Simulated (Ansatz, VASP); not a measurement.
Two plane-wave programs on ZnO

```
CELL_PARAMETERS angstrom
5.59818 0.00000 0.00000
0.00000 5.59818 0.00000
0.00000 0.00000 3.28103
ATOMIC_POSITIONS crystal
Zn 0.18191 0.18191 0.50000
Zn 0.81809 0.81809 0.50000
Zn 0.68191 0.31809 0.00000
Zn 0.31809 0.68191 0.00000
O 0.81817 0.18183 0.50000
O 0.18183 0.81817 0.50000
O 0.68183 0.68183 0.00000
O 0.31817 0.31817 0.00000
```

Alike in both runs: functional PBE; k mesh 4 × 4 × 6; occupations gaussian, width 0.1 eV; no spin polarisation.

Ansatz relaxed the structure, and its values are those at the end. VASP's run is a single point on that final structure, the one shown.

|  | VASP | Ansatz |
| --- | --- | --- |
| version | VASP 6.6.1 | Ansatz 0.2.0 |
| potentials or method | VASP PAW PBE potentials, release 64 (Zn, O) | scalar-relativistic, plane waves, PAW |
| plane-wave cutoff (eV) | 520 | 420 |
| valence electrons in the cell | 72 | 72 |

```csv
,VASP,Ansatz,Ansatz less VASP
gap on the k mesh at the Fermi level (eV),0.75,0.77,+0.014
least direct gap on the mesh (eV),0.75,0.77,+0.014
pressure (GPa),1.2,0.3,-0.82
rms of the force components (eV/Å),0.008,0.006,-0.0028
```

As with any semilocal functional, this PBE gap is likely too small.
